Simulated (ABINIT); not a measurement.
# ZnO (zincite) (P6_3mc) in ABINIT: a series of runs

The runs below take ZnO (zincite) through band structure, with r2SCAN, TB-mBJ.

Program: ABINIT 10.8.3 (patched build). These are calculated values, not measurements. Logs are shortened: lines on timing, memory, paths and dates and some standing lists are left out, and cuts for length are marked. The log counts tension as positive stress, the text compression.

**What was measured.**

From “Electronic structure of alkaline earth and post-transition metal oxides”, 2009, arxiv:0908.1581, for a bulk crystal of ZnO: band gap 3.37 eV.

The results are compared with them further down.

## Step 1: The crystal as given

The structure is hexagonal, space group P6_3mc (No. 186). The conventional cell has a = 3.249 Å, b = 3.249 Å, c = 5.206 Å, α = 90.00°, β = 90.00°, γ = 120.00°. Zn (site symmetry 3m) is surrounded by 4 O at 1.97 to 1.98 Å. Around O (site symmetry 3m) lie 4 Zn at 1.97 to 1.98 Å.

## Step 2: Band structure, r2SCAN

run.abi reads:

```
# Datasets: ground state, then fixed potential
ndtset 2

# Pseudopotentials
pp_dirpath "./"
pseudos "Zn.GGA_PBE-JTH.xml, O.GGA_PBE-JTH.xml"

# Structure
acell 3*1.0
rprim
     6.1403022146     0.0000000000     0.0000000000
    -3.0701511073     5.3176577047     0.0000000000
     0.0000000000     0.0000000000     9.8373642945
ntypat 2
znucl 30 8
natom 4
typat 1 1 2 2
xred
     0.6666666667     0.3333333333     0.0000000000
     0.3333333333     0.6666666667     0.5000000000
     0.3333333333     0.6666666667     0.8790100000
     0.6666666667     0.3333333333     0.3790100000

# Plane-wave basis
ecut 28.0
pawecutdg 50.0

# Exchange and correlation
ixc -497498
usekden 1
pawxcdev 0

# Bands and occupations
occopt 3
tsmear 0.00183747

# SCF cycle
nstep 100

# Output
iomode 3
prtwf 0
prteig 0
prtebands 0
enunit 1
prtden1 1
prtkden1 1

# Dataset 1
kptopt1 1
ngkpt1 9 9 5
nshiftk1 1
shiftk1 0.0 0.0 0.0
nband1 22
tolvrs1 1.0e-7

# Dataset 2: bands along G-M-K-G-A-L-H-A
iscf2 -2
getden2 1
getkden2 1
nband2 28
nbdbuf2 4
tolwfr2 1.0e-11
kptopt2 -7
ndivsm2 8
prteig2 1
kptbounds2
     0.0000000000     0.0000000000     0.0000000000
     0.5000000000     0.0000000000     0.0000000000
     0.3333333333     0.3333333333     0.0000000000
     0.0000000000     0.0000000000     0.0000000000
     0.0000000000     0.0000000000     0.5000000000
     0.5000000000     0.0000000000     0.5000000000
     0.3333333333     0.3333333333     0.5000000000
     0.0000000000     0.0000000000     0.5000000000
```

Potentials or basis: JTH PAW PBE v2.0.

Run with:

```sh
$ abinit run.abi > log 2>&1
```

run.abo:

```text
.Version 10.8.3 of ABINIT
 DATASET    1 : space group P6_3 m c (#186); Bravais hP (primitive hexag.)
================================================================================
 Values of the parameters that define the memory need for DATASET  1.
     intxc =       0    ionmov =       0      iscf =      17    lmnmax =      18
     lnmax =       6     mgfft =      48  mpssoang =       3    mqgrid =    3132
     natom =       4  nloc_mem =       2    nspden =       1   nspinor =       1
    nsppol =       1      nsym =      12    n1xccc =       1    ntypat =       2
    occopt =       3   xclevel =       2
       mpw =        2298          nfft =       43200          nkpt =          36
 PAW method is used; the additional fine FFT grid is defined by:
   mgfftf=        64    nfftf =    102400
================================================================================
================================================================================

 DATASET    2 : space group P6_3 m c (#186); Bravais hP (primitive hexag.)
================================================================================
 Values of the parameters that define the memory need for DATASET  2.
     intxc =       0    ionmov =       0      iscf =      -2    lmnmax =      18
     lnmax =       6     mgfft =      48  mpssoang =       3    mqgrid =    3132
     natom =       4  nloc_mem =       2    nspden =       1   nspinor =       1
    nsppol =       1      nsym =      12    n1xccc =       1    ntypat =       2
    occopt =       3   xclevel =       2
       mpw =        2316          nfft =       43200          nkpt =          91
 PAW method is used; the additional fine FFT grid is defined by:
   mgfftf=        64    nfftf =    102400
================================================================================
================================================================================

--------------------------------------------------------------------------------
------------- Echo of variables that govern the present computation ------------
--------------------------------------------------------------------------------
 -outvars: echo values of preprocessed input variables --------
            acell      1.0000000000E+00  1.0000000000E+00  1.0000000000E+00 Bohr
              amu      6.53900000E+01  1.59994000E+01
             ecut      2.80000000E+01 Hartree
           enunit           1
           getden1          0
           getden2          1
          getkden1          0
          getkden2          1
             iscf1         17
             iscf2         -2
                       outvar_i_n : Printing only first  50 k-points.
              ixc     -497498
           jdtset        1    2
                       outvar_i_n : Printing only first  50 k-points.
           kptopt1          1
           kptopt2         -7
         kptrlatt        9    0    0      0    9    0      0    0    5
          kptrlen1     4.91868215E+01
          kptrlen2     3.00000000E+01
            natom           4
            nband1         22
            nband2         28
           nbdbuf1          0
           nbdbuf2          4
           ndtset           2
           ndivsm1          0
           ndivsm2          8
            ngfft          30      30      48
          ngfftdg          40      40      64
             nkpt1         36
             nkpt2         91
            nstep         100
             nsym          12
           ntypat           2
           occopt           3
        pawecutdg      5.00000000E+01 Hartree
         pawxcdev           0
        prtebands           0
           prteig1          0
           prteig2          1
          prtkden           1
            prtwf           0
            rprim      6.1403022146E+00  0.0000000000E+00  0.0000000000E+00
                      -3.0701511073E+00  5.3176577047E+00  0.0000000000E+00
                       0.0000000000E+00  0.0000000000E+00  9.8373642945E+00
           shiftk1     0.00000000E+00  0.00000000E+00  0.00000000E+00
           shiftk2     5.00000000E-01  5.00000000E-01  5.00000000E-01
          spgroup         186
           tolvrs1     1.00000000E-07
           tolvrs2     0.00000000E+00
           tolwfr1     0.00000000E+00
[... 317 lines left out ...]
 Non-SCF case, kpt    1 (  0.00000  0.00000  0.00000), residuals and eigenvalues=
  8.57E-12  4.84E-12  4.22E-12  2.07E-12  3.90E-12  7.84E-12  4.13E-12  2.70E-12
  3.05E-12  9.27E-13  7.72E-12  5.10E-12  7.08E-12  7.45E-12  8.48E-12  8.24E-12
  4.39E-12  4.58E-12  7.82E-12  5.60E-12  5.98E-12  4.51E-12  6.31E-12  5.76E-12
  9.48E-12  4.25E-11  8.60E-08  4.56E-07
 -4.8922E-01 -4.6372E-01 -2.4942E-03 -2.4942E-03 -9.6985E-04  3.2105E-03
  5.2923E-03  5.2923E-03  4.3499E-02  4.3499E-02  5.1203E-02  5.1203E-02
  6.0612E-02  1.8131E-01  1.8131E-01  2.0897E-01  2.1175E-01  2.1175E-01
  2.5619E-01  4.2558E-01  5.3705E-01  7.1320E-01  7.1320E-01  7.6183E-01
  7.6363E-01  7.6363E-01  8.4114E-01  9.0784E-01
 Non-SCF case, kpt    2 (  0.03333  0.00000  0.00000), residuals and eigenvalues=
[... 885 lines left out ...]
  6.1654E-04  6.1654E-04  4.8146E-02  4.8146E-02  4.8154E-02  4.8154E-02
  1.2977E-01  1.2977E-01  1.9548E-01  1.9548E-01  1.9629E-01  1.9629E-01
  3.5689E-01  3.5689E-01  6.0981E-01  6.0981E-01  7.2037E-01  7.2037E-01
  7.2431E-01  7.2431E-01  9.0724E-01  9.0724E-01
 Non-SCF case, kpt   91 (  0.00000  0.00000  0.50000), residuals and eigenvalues=
  3.21E-12  8.95E-12  4.66E-12  8.60E-12  3.71E-12  4.47E-12  4.86E-12  8.64E-12
  7.75E-12  9.39E-12  2.99E-12  6.37E-12  2.99E-12  9.69E-12  1.02E-12  3.02E-12
  1.72E-12  8.66E-13  4.76E-12  6.41E-12  4.97E-12  5.08E-12  9.68E-12  8.92E-12
  5.28E-12  9.42E-12  1.45E-08  1.32E-07
 -4.7678E-01 -4.7678E-01 -9.4087E-03 -9.4087E-03  4.4121E-04  4.4121E-04
  4.4121E-04  4.4121E-04  4.8156E-02  4.8156E-02  4.8156E-02  4.8156E-02
  1.2978E-01  1.2978E-01  1.9674E-01  1.9674E-01  1.9674E-01  1.9674E-01
  3.5546E-01  3.5546E-01  6.0993E-01  6.0993E-01  7.2387E-01  7.2387E-01
  7.2387E-01  7.2387E-01  9.0455E-01  9.0455E-01

Result for kinetic energy density :

--------------------------------------------------------------------------------
 Total kinetic energy density [Ha/Bohr^3]
)     Maximum=    2.6859E+00  at reduced coord.    0.3500    0.6750    0.8750
)     Minimum=    1.9155E-03  at reduced coord.    0.0000    0.0000    0.1719
   Integrated=    2.8449E+01
--------------------------------------------------------------------------------

--- !ResultsGS
iteration_state: {dtset: 2, }
comment   : Summary of ground state results
lattice_vectors:
- [  6.1403022,   0.0000000,   0.0000000, ]
- [ -3.0701511,   5.3176577,   0.0000000, ]
- [  0.0000000,   0.0000000,   9.8373643, ]
lattice_lengths: [   6.14030,    6.14030,    9.83736, ]
lattice_angles: [ 90.000,  90.000, 120.000, ] # degrees, (23, 13, 12)
lattice_volume:   3.2120987E+02
convergence: {deltae:  0.000E+00, res2:  0.000E+00, residm:  9.998E-12, diffor:  0.000E+00, }
etotal    :  -1.47227592E+02
entropy   :   0.00000000E+00
fermie    :   2.35420698E-01
cartesian_stress_tensor: null
pressure_GPa: null
xred      :
- [  6.6667E-01,   3.3333E-01,   0.0000E+00, Zn]
- [  3.3333E-01,   6.6667E-01,   5.0000E-01, Zn]
- [  3.3333E-01,   6.6667E-01,   8.7901E-01,  O]
- [  6.6667E-01,   3.3333E-01,   3.7901E-01,  O]
cartesian_forces: null
force_length_stats: {min: null, max: null, mean: null, }
...

 Integrated electronic density in atomic spheres:
 ------------------------------------------------
 Atom  Sphere_radius  Integrated_density
    1        2.30770         10.86725008
    2        2.30770         10.86725008
    3        1.41465          4.55650687
    4        1.41465          4.55650687

================================================================================

 ----iterations are completed or convergence reached----

 Mean square residual over all n,k,spin=   54.387E-13; max=  99.979E-13
 reduced coordinates (array xred) for    4 atoms
       0.666666666667      0.333333333333      0.000000000000
       0.333333333333      0.666666666667      0.500000000000
       0.333333333333      0.666666666667      0.879010000000
       0.666666666667      0.333333333333      0.379010000000

 cartesian coordinates (angstrom) at end:
    1      1.62465399890959     0.93799442360032     0.00000000000000
    2     -0.00000000000000     1.87598884720064     2.60285449823433
    3     -0.00000000000000     1.87598884720064     4.57587026498591
    4      1.62465399890959     0.93799442360032     1.97301576675159
 length scales=  1.000000000000  1.000000000000  1.000000000000 bohr
              =  0.529177210544  0.529177210544  0.529177210544 angstroms
 Eigenvalues (   eV  ) for nkpt=  91  k points:
 kpt#   1, nband= 28, wtk=  1.00000, kpt=  0.0000  0.0000  0.0000 (reduced coord)
 -13.31225  -12.61842   -0.06787   -0.06787   -0.02639    0.08736    0.14401    0.14401
   1.18366    1.18366    1.39331    1.39331    1.64934    4.93370    4.93370    5.68631
   5.76206    5.76206    6.97133   11.58055   14.61377   19.40714   19.40714   20.73047
  20.77938   20.77938   22.88847   24.70357
 kpt#   2, nband= 28, wtk=  1.00000, kpt=  0.0333  0.0000  0.0000 (reduced coord)
 -13.30635  -12.61580   -0.07583   -0.06419   -0.02078    0.09389    0.14560    0.14918
   1.18106    1.18316    1.39395    1.39816    1.64795    4.89241    4.91806    5.66977
   5.67949    5.75378    7.07707   11.63028   14.61244   19.24639   19.41959   20.67348
  20.76372   20.79795   22.90987   24.58873
 kpt#   3, nband= 28, wtk=  1.00000, kpt=  0.0667  0.0000  0.0000 (reduced coord)
 -13.28881  -12.60810   -0.09621   -0.05317   -0.00757    0.10811    0.15668    0.16464
   1.17340    1.18192    1.39578    1.41268    1.64389    4.77112    4.87191    5.45882
   5.65605    5.72963    7.33327   11.77457   14.60832   18.84525   19.45650   20.39293
  20.83230   20.84794   22.82213   24.29516
 kpt#   4, nband= 28, wtk=  1.00000, kpt=  0.1000  0.0000  0.0000 (reduced coord)
 -13.26017  -12.59576   -0.12611   -0.03552    0.00985    0.11544    0.19008    0.19338
[... 424 lines left out ...]
 -12.95558  -12.95558   -0.27017   -0.27017    0.02541    0.02541    0.03200    0.03200
   1.30938    1.30938    1.31028    1.31028    3.52948    3.52948    5.22294    5.22294
   5.30455    5.30455    9.82283    9.82283   16.58174   16.58174   19.35368   19.35368
  19.74241   19.74241   24.82167   24.82167
 kpt#  90, nband= 28, wtk=  1.00000, kpt=  0.0196  0.0196  0.5000 (reduced coord)
 -12.96922  -12.96922   -0.25968   -0.25968    0.01563    0.01563    0.01678    0.01678
   1.31013    1.31013    1.31033    1.31033    3.53127    3.53127    5.31941    5.31941
   5.34140    5.34140    9.71134    9.71134   16.59387   16.59387   19.60236   19.60236
  19.70942   19.70942   24.68716   24.68716
 kpt#  91, nband= 28, wtk=  1.00000, kpt=  0.0000  0.0000  0.5000 (reduced coord)
 -12.97382  -12.97382   -0.25602   -0.25602    0.01201    0.01201    0.01201    0.01201
   1.31039    1.31039    1.31039    1.31039    3.53148    3.53148    5.35369    5.35369
   5.35369    5.35369    9.67253    9.67253   16.59699   16.59699   19.69755   19.69755
  19.69755   19.69755   24.61419   24.61419

== END DATASET(S) ==============================================================
================================================================================

 -outvars: echo values of variables after computation  --------
            acell      1.0000000000E+00  1.0000000000E+00  1.0000000000E+00 Bohr
           etotal1    -1.4722759246E+02
            fcart1     4.3851998306E-29 -2.1520268573E-28 -1.4139816316E-03
                      -4.8237198137E-28 -8.7346972443E-28 -1.4139816316E-03
                       2.1925999153E-28  5.4433620508E-28  1.4139816316E-03
                       2.1925999153E-28  5.4433620508E-28  1.4139816316E-03
            rprim      6.1403022146E+00  0.0000000000E+00  0.0000000000E+00
                      -3.0701511073E+00  5.3176577047E+00  0.0000000000E+00
                       0.0000000000E+00  0.0000000000E+00  9.8373642945E+00
           strten1     5.8901701543E-05  5.8901701738E-05  3.1919672909E-06
                       0.0000000000E+00  0.0000000000E+00  0.0000000000E+00
           xangst      1.6246539989E+00  9.3799442360E-01  0.0000000000E+00
                      -1.2714472962E-17  1.8759888472E+00  2.6028544982E+00
                      -1.2714472962E-17  1.8759888472E+00  4.5758702650E+00
                       1.6246539989E+00  9.3799442360E-01  1.9730157668E+00
             xred      6.6666666667E-01  3.3333333333E-01  0.0000000000E+00
                       3.3333333333E-01  6.6666666667E-01  5.0000000000E-01
                       3.3333333333E-01  6.6666666667E-01  8.7901000000E-01
                       6.6666666667E-01  3.3333333333E-01  3.7901000000E-01
 Calculation completed.
```

Wall time 18 min (1 thread of Arm Neoverse V2, shared host); peak memory 0.22 GiB.

What came out:

| Quantity | Value |
| --- | --- |
| Free energy | -4006.2669 eV |
| Pressure | -1.2 GPa |
| Largest force | 0.073 eV/Å |
| Band gap on the k mesh | 1.21 eV, direct |
| Band gap along the path | 1.21 eV, direct |
| Valence electrons inside the program's atomic spheres | Zn 10.87; O 4.56 |

Forces on the atoms (eV/Å):
```
Zn   0.000  0.000 -0.073
Zn   0.000  0.000 -0.073
O    0.000  0.000  0.073
O    0.000  0.000  0.073
```

Levels at the corners of the path, in eV from the valence-band top:
| point | band 14 | band 15 | band 16 | band 17 | band 18 | band 19 | band 20 | band 21 | band 22 | band 23 |
| --- | --- | --- | --- | --- | --- | --- | --- | --- | --- | --- |
| Γ | -0.83 | -0.83 | -0.08 | 0.00 | 0.00 | 1.21 | 5.82 | 8.85 | 13.64 | 13.64 |
| M | -3.55 | -2.85 | -2.33 | -1.29 | -0.84 | 6.38 | 7.35 | 8.12 | 9.23 | 11.41 |
| K | -3.56 | -3.56 | -1.94 | -1.94 | -1.73 | 8.14 | 8.38 | 8.38 | 8.65 | 11.58 |
| Γ | -0.83 | -0.83 | -0.08 | 0.00 | 0.00 | 1.21 | 5.82 | 8.85 | 13.64 | 13.64 |
| A | -2.23 | -0.41 | -0.41 | -0.41 | -0.41 | 3.91 | 3.91 | 10.83 | 10.83 | 13.94 |
| L | -3.78 | -1.54 | -1.54 | -1.38 | -1.38 | 6.25 | 6.25 | 9.11 | 9.11 | 12.01 |
| H | -3.73 | -2.71 | -2.71 | -1.26 | -1.26 | 8.50 | 8.50 | 8.70 | 8.70 | 9.55 |
| A | -2.23 | -0.41 | -0.41 | -0.41 | -0.41 | 3.91 | 3.91 | 10.83 | 10.83 | 13.94 |

Caveat: totals of a meta-GGA on PAW files have another zero than those of a GGA; the PAW data sets were made with another functional, which shifts forces and pressure a little.

## Step 3: Band structure, TB-mBJ

run.abi, as its differences from that of step 2:

```diff
@@ -5,3 +5,3 @@
 pp_dirpath "./"
-pseudos "Zn.GGA_PBE-JTH.xml, O.GGA_PBE-JTH.xml"
+pseudos "Zn.LDA_PW-JTH.xml, O.LDA_PW-JTH.xml"
 
@@ -28,3 +28,3 @@
 # Exchange and correlation
-ixc -497498
+ixc -208012
 usekden 1
@@ -38,2 +38,5 @@
 nstep 100
+diemix 0.3
+optforces 0
+optstress 0
 
@@ -47,2 +50,5 @@
 prtkden1 1
+prtvha1 1
+prtvclmb1 1
+prtpot1 1
 
@@ -50,3 +56,3 @@
 kptopt1 1
-ngkpt1 9 9 5
+ngkpt1 6 6 4
 nshiftk1 1
```

Potentials or basis: JTH PAW LDA v2.0.

Run with:

```sh
$ abinit run.abi > log 2>&1
```

run.abo:

```text
.Version 10.8.3 of ABINIT
 DATASET    1 : space group P6_3 m c (#186); Bravais hP (primitive hexag.)
================================================================================
 Values of the parameters that define the memory need for DATASET  1.
     intxc =       0    ionmov =       0      iscf =       7    lmnmax =      18
     lnmax =       6     mgfft =      48  mpssoang =       3    mqgrid =    3132
     natom =       4  nloc_mem =       2    nspden =       1   nspinor =       1
    nsppol =       1      nsym =      12    n1xccc =       1    ntypat =       2
    occopt =       3   xclevel =       2
       mpw =        2291          nfft =       43200          nkpt =          21
 PAW method is used; the additional fine FFT grid is defined by:
   mgfftf=        64    nfftf =    102400
================================================================================
================================================================================
[... 1761 lines left out ...]
================================================================================

 -outvars: echo values of variables after computation  --------
            acell      1.0000000000E+00  1.0000000000E+00  1.0000000000E+00 Bohr
           etotal1    -1.2720321473E+02
            fcart1     9.9999999999E+99  9.9999999999E+99  9.9999999999E+99
                       9.9999999999E+99  9.9999999999E+99  9.9999999999E+99
                       9.9999999999E+99  9.9999999999E+99  9.9999999999E+99
                       9.9999999999E+99  9.9999999999E+99  9.9999999999E+99
            rprim      6.1403022146E+00  0.0000000000E+00  0.0000000000E+00
                      -3.0701511073E+00  5.3176577047E+00  0.0000000000E+00
                       0.0000000000E+00  0.0000000000E+00  9.8373642945E+00
           strten1     9.9999999999E+99  9.9999999999E+99  9.9999999999E+99
                       9.9999999999E+99  9.9999999999E+99  9.9999999999E+99
           xangst      1.6246539989E+00  9.3799442360E-01  0.0000000000E+00
                      -1.2714472962E-17  1.8759888472E+00  2.6028544982E+00
                      -1.2714472962E-17  1.8759888472E+00  4.5758702650E+00
                       1.6246539989E+00  9.3799442360E-01  1.9730157668E+00
             xred      6.6666666667E-01  3.3333333333E-01  0.0000000000E+00
                       3.3333333333E-01  6.6666666667E-01  5.0000000000E-01
                       3.3333333333E-01  6.6666666667E-01  8.7901000000E-01
                       6.6666666667E-01  3.3333333333E-01  3.7901000000E-01
 Calculation completed.
```

Run time: 18 min. Hardware: 1 thread of Arm Neoverse V2, shared host; peak memory 0.23 GiB.

What came out:

```yaml
Band_gap_on_the_k_mesh: 2.46 eV, direct
Band_gap_along_the_path: 2.46 eV, direct
Valence_electrons_inside_the_program's_atomic_spheres: Zn 10.77; O 4.69
```

Levels at the corners of the path, in eV from the valence-band top:
| point | band 16 | band 17 | band 18 | band 19 | band 20 | band 21 |
| --- | --- | --- | --- | --- | --- | --- |
| Γ | -0.07 | 0.00 | 0.00 | 2.46 | 7.14 | 9.94 |
| M | -2.09 | -1.08 | -0.77 | 7.50 | 8.52 | 9.38 |
| K | -1.67 | -1.67 | -1.48 | 9.48 | 9.50 | 9.50 |
| Γ | -0.07 | 0.00 | 0.00 | 2.46 | 7.14 | 9.94 |
| A | -0.37 | -0.37 | -0.37 | 4.95 | 4.95 | 12.11 |
| L | -1.38 | -1.24 | -1.24 | 7.49 | 7.49 | 10.27 |
| H | -2.30 | -1.16 | -1.16 | 9.68 | 9.68 | 9.85 |
| A | -0.37 | -0.37 | -0.37 | 4.95 | 4.95 | 12.11 |

Caveat: the constant c of TB-mBJ comes from the pseudo density here, which moves gaps by up to 0.3 eV between sets of potentials; the PAW data sets were made with another functional, which shifts forces and pressure a little.

## Step 4: How close it comes

Step 2. A measured gap of ZnO is 3.37 eV (quoted in “Electronic structure of alkaline earth and post-transition metal oxides”, 2009, arxiv:0908.1581); the calculated 1.21 eV misses it by -2.16 eV. So large a miss can be the level of theory's own, or it may mean another phase, state or a wrong row. The value is that of r2SCAN, without temperature or zero-point motion.

Step 3. Measured gap of ZnO: 3.37 eV (quoted in “Electronic structure of alkaline earth and post-transition metal oxides”, 2009, arxiv:0908.1581). This calculation gives 2.46 eV (-0.91 eV). The value is that of TB-mBJ, without temperature or zero-point motion.
